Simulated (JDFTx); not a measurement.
The system is CsBr.

```
Cs Br
1.0
     4.32562    0.00000    0.00000
     0.00000    4.32562    0.00000
     0.00000    0.00000    4.32562
Cs Br
1 1
Direct
  0.00000 0.00000 0.00000
  0.50000 0.50000 0.50000
```

The cell comes from a database or a generator and needn't be the stable form of this composition.

| Quantity | Value |
| --- | --- |
| Program | JDFTx 1.7.0 (patched build) |
| Task | single point |
| Functional | PBE |
| Potentials or basis | PseudoDojo-SR-PBE-0.5-standard |
| Cutoff | 680 eV |
| Density cutoff | 5442 eV |
| k mesh | 6 × 6 × 6 |
| Occupations | fermi-dirac, width 0.05 eV |
| Spin | no spin polarisation |

On this cell: pressure 0.6 GPa; largest force zero by symmetry; band gap on the k mesh 4.42 eV, indirect (least direct gap 4.43 eV).

The same run follows on a disturbed copy (atoms moved at random, drawn with an rms of 0.05 Å):

```
CELL_PARAMETERS angstrom
4.32562 0.00000 0.00000
0.00000 4.32562 0.00000
0.00000 0.00000 4.32562
ATOMIC_POSITIONS crystal
Cs 0.01354 0.99725 0.00118
Br 0.50733 0.49979 0.49719
```

Q: What changes?

A: The energy moves by +0.2 meV/atom; pressure 0.6 GPa; largest force 0.025 eV/Å; band gap on the k mesh 4.42 eV, indirect (least direct gap 4.43 eV).

Forces in eV/Å, atoms in the order of the input:
```
Cs  -0.020  0.008 -0.013
Br   0.020 -0.008  0.013
```

Caveats: spin-orbit coupling is left out, which moves the levels of the heavy elements.

